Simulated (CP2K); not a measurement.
Something may be wrong with this CP2K 2026.2 calculation of CuO (Tenorite).

cuo_scf.inp

```
&GLOBAL
  PROJECT cuo_scf
  RUN_TYPE ENERGY_FORCE
  PRINT_LEVEL LOW
&END GLOBAL
&FORCE_EVAL
  METHOD QS
  STRESS_TENSOR ANALYTICAL
  &DFT
    BASIS_SET_FILE_NAME BASIS_MOLOPT_UZH
    POTENTIAL_FILE_NAME POTENTIAL_UZH
    &MGRID
      CUTOFF 600
      REL_CUTOFF 60
      NGRIDS 5
    &END MGRID
    &QS
      METHOD GPW
      EPS_DEFAULT 1.0E-10
    &END QS
    &KPOINTS
      SCHEME MONKHORST-PACK 7 7 4
      GAMMA_CENTERED T
      SYMMETRY T
      SYMMETRY_BACKEND SPGLIB
    &END KPOINTS
    &SCF
      SCF_GUESS ATOMIC
      EPS_SCF 1.0E-6
      MAX_SCF 80
      ADDED_MOS 20
      CHOLESKY OFF
      EPS_EIGVAL 1.0E-7
      &DIAGONALIZATION ON
        ALGORITHM STANDARD
      &END DIAGONALIZATION
      &MIXING ON
        METHOD DIRECT_P_MIXING
        ALPHA 1.8
        BETA 1.5
      &END MIXING
      &SMEAR ON
        METHOD FERMI_DIRAC
        ELECTRONIC_TEMPERATURE [K] 116.045
      &END SMEAR
    &END SCF
    &XC
      &XC_FUNCTIONAL
        &GGA_X_PBE
        &END GGA_X_PBE
        &GGA_C_PBE
        &END GGA_C_PBE
      &END XC_FUNCTIONAL
    &END XC
    &PRINT
      &KPOINTS ON
      &END KPOINTS
      &MULLIKEN ON
      &END MULLIKEN
      &MO ON
        ENERGIES T
        OCCUPATION_NUMBERS T
        &EACH
          QS_SCF 0
        &END EACH
        ADD_LAST NUMERIC
      &END MO
    &END PRINT
  &END DFT
  &SUBSYS
    &CELL
      A 2.9004842893 0.0000000000 0.0000000000
      B 0.8811334514 2.7634060421 0.0000000000
      C -0.6863118469 -0.5015203636 5.0578693947
      PERIODIC XYZ
    &END CELL
    &COORD
      SCALED
      Cu  0.5000000000 0.0000000000 0.5000000000
      Cu  0.0000000000 0.5000000000 0.0000000000
      O   0.4184000000 0.5816000000 0.7500000000
      O   0.5816000000 0.4184000000 0.2500000000
    &END COORD
    &KIND Cu
      BASIS_SET DZVP-MOLOPT-PBE-GTH-q11
      POTENTIAL GTH-PBE-q11
    &END KIND
    &KIND O
      BASIS_SET DZVP-MOLOPT-PBE-GTH-q6
      POTENTIAL GTH-PBE-q6
    &END KIND
    &PRINT
      &ATOMIC_COORDINATES ON
      &END ATOMIC_COORDINATES
      &CELL ON
      &END CELL
    &END PRINT
  &END SUBSYS
  &PRINT
    &FORCES ON
    &END FORCES
    &STRESS_TENSOR ON
    &END STRESS_TENSOR
  &END PRINT
&END FORCE_EVAL
```

Potentials or basis: POTENTIAL_UZH Cu GTH-PBE-q11, O GTH-PBE-q6; DZVP-MOLOPT-PBE-GTH basis.

The run is started by

```bash
$ OMP_NUM_THREADS=1 mpirun -n 4 cp2k.psmp -i cuo_scf.inp -o cuo_scf.out
```

cuo_scf.out:

```text

 CP2K| version string:                                       CP2K version 2026.2
 CP2K| Input file name                                               cuo_scf.inp

 GLOBAL| Force Environment number                                              1
 GLOBAL| Basis set file name                                    BASIS_MOLOPT_UZH
 GLOBAL| Potential file name                                       POTENTIAL_UZH
 GLOBAL| MM Potential file name                                     MM_POTENTIAL
 GLOBAL| Coordinate file name                                      __STD_INPUT__
 GLOBAL| Method name                                                        CP2K
 GLOBAL| Project name                                                    cuo_scf
 GLOBAL| Run type                                                   ENERGY_FORCE
 GLOBAL| FFT library                                                       FFTW3
 GLOBAL| Diagonalization library                                       ScaLAPACK
[... 150 lines left out ...]
  ------------------------------------------------------------------------------
     1 P_Mix/Diag. 0.18E+01    1.7     1.36954074      -127.7812229331 -1.28E+02
     2 P_Mix/Diag. 0.18E+01    2.3     1.72370164      -127.0655542109  7.16E-01
     3 P_Mix/Diag. 0.18E+01    2.2     2.13838257      -123.4502120194  3.62E+00
     4 P_Mix/Diag. 0.18E+01    2.3     7.35006487      -100.5891765264  2.29E+01
     5 P_Mix/Diag. 0.18E+01    2.3    11.74970709        -0.1312178556  1.00E+02
     6 P_Mix/Diag. 0.18E+01    2.3    41.33627575        67.6600605316  6.78E+01
     7 P_Mix/Diag. 0.18E+01    2.3    70.81020832       395.3285212038  3.28E+02
     8 P_Mix/Diag. 0.18E+01    2.2   117.53580852       380.6309470283 -1.47E+01
     9 P_Mix/Diag. 0.18E+01    2.2   154.10202579       846.9254030203  4.66E+02
    10 P_Mix/Diag. 0.18E+01    2.3   193.85631599       704.2021688641 -1.43E+02
[... 12 lines left out ...]
    23 P_Mix/Diag. 0.18E+01    2.2   402.07119622      2008.1003782890  5.29E+02
    24 P_Mix/Diag. 0.18E+01    2.2   406.74249799      1504.4523843021 -5.04E+02
    25 P_Mix/Diag. 0.18E+01    2.3   410.46026518      2032.8969702290  5.28E+02
    26 P_Mix/Diag. 0.18E+01    2.3   413.74921342      1521.1315251645 -5.12E+02
    27 P_Mix/Diag. 0.18E+01    2.3   416.38593284      2049.1174327177  5.28E+02
    28 P_Mix/Diag. 0.18E+01    2.3   418.52525445      1531.8450838785 -5.17E+02
    29 P_Mix/Diag. 0.18E+01    2.2   420.57924379      2059.9013481012  5.28E+02
    30 P_Mix/Diag. 0.18E+01    2.3   419.69419168      1539.5796477434 -5.20E+02
    31 P_Mix/Diag. 0.18E+01    2.3   419.04194948      2070.5783331603  5.31E+02
    32 P_Mix/Diag. 0.18E+01    2.2   411.82680601      1554.4457571122 -5.16E+02
```

Problem. Diagnose the run.

Solution. The calculation hadn't finished when its time ran out. The input holds a flaw that was put in on purpose: mixing far too strong (mixing = DIRECT_P_MIXING; alpha = 1.8).
